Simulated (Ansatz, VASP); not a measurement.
FeO (Wuestite): VASP beside Ansatz

The input INCAR:

```
PREC     = Accurate       # precision mode
ENCUT    = 520            # plane-wave cutoff, eV
EDIFF    = 1E-6           # SCF threshold, eV
ISMEAR   = -1             # smearing method
SIGMA    = 0.05           # smearing width, eV
LREAL    = False          # projectors in reciprocal space
LASPH    = True           # aspherical terms in the spheres
NELM     = 150            # most SCF steps
ALGO     = Normal         # electronic algorithm
ISIF     = 2              # what is computed and relaxed
LWAVE    = False          # write WAVECAR
LCHARG   = True           # write CHGCAR
ISPIN    = 2              # spin polarisation
MAGMOM   = 3 0            # initial moments
LORBIT   = 11             # projections on sites
LMAXMIX  = 4              # l up to which the mixer works
GGA      = PS             # functional
LELF     = True           # ELF
LVHAR    = True         
NBANDS   = 18             # bands
```

Contents of KPOINTS:

```
regular mesh
0
Gamma
  11 11 11
```

POSCAR

```
FeO
1.0
    0.0000000000      2.1696745882      2.1696745882
    2.1696745882      0.0000000000      2.1696745882
    2.1696745882      2.1696745882      0.0000000000
Fe O
1 1
Direct
    0.0000000000      0.0000000000      0.0000000000
    0.5000000000      0.5000000000      0.5000000000
```

The input input.yaml:

```yaml
crystal:
  lattice:
    - [0.0, 2.1696745882, 2.1696745882]
    - [2.1696745882, 0.0, 2.1696745882]
    - [2.1696745882, 2.1696745882, 0.0]
  atoms:
    - { symbol: Fe, position: [0.0, 0.0, 0.0], spin: 3.0 }
    - { symbol: O, position: [0.5, 0.5, 0.5] }
kpoints:
  mp_grid: { grid: [11, 11, 11] }
scf:
  occupations: { method: fermi_dirac, width: 0.05 }
hamiltonian:
  xc: pbesol
  pseudopotentials: { kind: all_electron, lapw: { basis_error: 0.001 } }
magnetization:
  spin_polarized: true
output:
  forces: true
  stress: true
  eigenvalues: true
```

Change from the starting cell: volume scaled by 1.02.

Alike in both runs: task single point; functional PBEsol; k mesh 11 × 11 × 11; occupations fermi-dirac, width 0.05 eV; collinear spin.

```csv
,VASP,Ansatz
version,VASP 6.6.1,Ansatz 0.2.0
potentials or method,"VASP PAW PBE potentials, release 64 (Fe, O)","all-electron LAPW, scalar-relativistic"
plane-wave cutoff (eV),520,see its input
```

Ansatz gave:

- gap on the k mesh at the Fermi level (eV): none
- pressure (GPa): -11.8
- net moment per atom (μB): 2.00
- size of the moment on the site where the two differ most (μB): 0.32

**Question.** Which values does VASP return?

**Answer.** gap on the k mesh at the Fermi level (eV): none; pressure (GPa): -11.6; net moment per atom (μB): 2.00; size of the moment on the site where the two differ most (μB): 0.30.

Site moments also hang on the region over which each program counts them. A gap of «none» marks a metal or a gap that the smearing closes. Ansatz ran all-electron here, so the differences hold the error of VASP's frozen core and of both bases.

Caveats: a cell with one magnetic atom can't hold antiferromagnetic order, which such compounds often take; semilocal functionals often make such compounds metallic where correlation or magnetic order opens a gap, which also shifts bond lengths; the PAW data sets were made with another functional, which shifts forces and pressure a little (VASP).
